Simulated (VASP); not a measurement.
The system is TaN.

```
Ta N
1.0
     2.92177    0.00000    0.00000
    -1.46088    2.53033    0.00000
     0.00000    0.00000    5.91652
Ta N
2 2
Direct
  0.00000 0.00000 0.50000
  0.00000 0.00000 0.00000
  0.33333 0.66667 0.25000
  0.66667 0.33333 0.75000
```

The cell comes from a database or a generator and needn't be the stable form of this composition.

| Item | Value |
| --- | --- |
| Program | VASP 6.6.1 |
| Task | relaxation of cell and atoms |
| Functional | PBE |
| Dispersion | TS |
| Potentials or basis | VASP PAW PBE potentials, release 64 (Ta_pv, N) |
| Cutoff | 600 eV |
| k mesh | 10 × 10 × 5 |
| Occupations | fermi-dirac, width 0.05 eV |
| Spin | no spin polarisation |

At the start: pressure -6.6 GPa; volume 10.94 Å³/atom.

Where does the relaxation end?

Over 7 steps the energy falls by 5.1 meV/atom and the volume is 10.71 Å³/atom (-2.1 %); space group P6_3/mmc (No. 194, to 0.05 Å).

The path:
| step | energy change (eV) | largest force (eV/Å) | pressure (GPa) | volume (Å³) |
| --- | --- | --- | --- | --- |
| 1 | 0.0000 | 0.0000 | -6.57 | 43.74 |
| 2 | 0.0814 | 0.0000 | 17.06 | 40.96 |
| 3 | -0.0187 | 0.0000 | -0.16 | 42.90 |
| 4 | -0.0187 | 0.0000 | 0.34 | 42.83 |
| 5 | -0.0187 | 0.0000 | 0.50 | 42.81 |
| 6 | -0.0195 | 0.0000 | -0.20 | 42.85 |
| 7 | -0.0202 | 0.0000 | 0.07 | 42.84 |

Final structure:
```
Ta N
1.0
     2.89194    0.00000    0.00000
    -1.44597    2.50449    0.00000
     0.00000    0.00000    5.91443
Ta N
2 2
Direct
  0.00000 0.00000 0.50000
  0.00000 0.00000 0.00000
  0.33333 0.66667 0.25000
  0.66667 0.33333 0.75000
```

Caveat: atom-pairwise D2, TS and ULG terms overbind metals; pairwise dispersion overbinds metals, which lowers pressure and volume.
